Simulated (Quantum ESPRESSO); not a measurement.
Write the native input for Quantum ESPRESSO 7.5 that does the following.

```yaml
Task: single point
Functional: PBE
Potentials_or_basis: SSSP 1.3 efficiency PBE
Cutoff: 748 eV
Density_cutoff: 5987 eV
k_mesh: 9 × 9 × 5
Occupations: fermi-dirac, width 0.05 eV
Spin: no spin polarisation
Mixing_beta: 0.5
Most_SCF_iterations: 120
SCF_threshold: 4e-10 Ry
```

Pb:

```
Pb
1.0
    -0.10829   -2.39521   -2.12765
    -2.55835   -0.05698   -2.17896
     2.96740    2.95818   -4.70999
Pb
2
Direct
  0.50111 0.50129 0.49909
  0.99889 0.99871 0.00091
```

This isn't the form of Pb at room conditions, which is fcc.

One way to write it, as run:

pw.in

```
&CONTROL
  calculation = 'scf'
  prefix = 'pwscf'
  outdir = './tmp'
  pseudo_dir = './pseudo'
  tprnfor = .true.
  tstress = .true.
  disk_io = 'nowf'
/
&SYSTEM
  ibrav = 0
  nat = 2
  ntyp = 1
  ecutwfc = 55
  ecutrho = 440
  nbnd = 21
  occupations = 'smearing'
  smearing = 'fd'
  degauss = 0.00367493
/
&ELECTRONS
  conv_thr = 4d-10
  electron_maxstep = 120
  mixing_beta = 0.5
/
ATOMIC_SPECIES
Pb   207.2000 Pb.pbe-dn-kjpaw_psl.0.2.2.UPF
CELL_PARAMETERS angstrom
  -0.1082865100   -2.3952060500   -2.1276514000
  -2.5583525800   -0.0569762500   -2.1789616600
   2.9673983600    2.9581826100   -4.7099928500
ATOMIC_POSITIONS crystal
Pb     0.5011053600    0.5012917800    0.4990903800
Pb     0.9988946400    0.9987082200    0.0009096200
K_POINTS automatic
9 9 5 0 0 0
```

Potentials or basis: SSSP 1.3 efficiency PBE.

Run with:

```bash
$ OMP_NUM_THREADS=1 pw.x -in pw.in > pw.out
```

It gave:

* Pressure: 4.4 GPa
* Largest force: 0.013 eV/Å
* Band gap on the k mesh: none (metal or under the smearing width)

Run time: 4.1 min on 1 thread of Intel(R) Xeon(R) Platinum 8488C (Sapphire Rapids), on a shared host, peak memory 0.43 GiB.
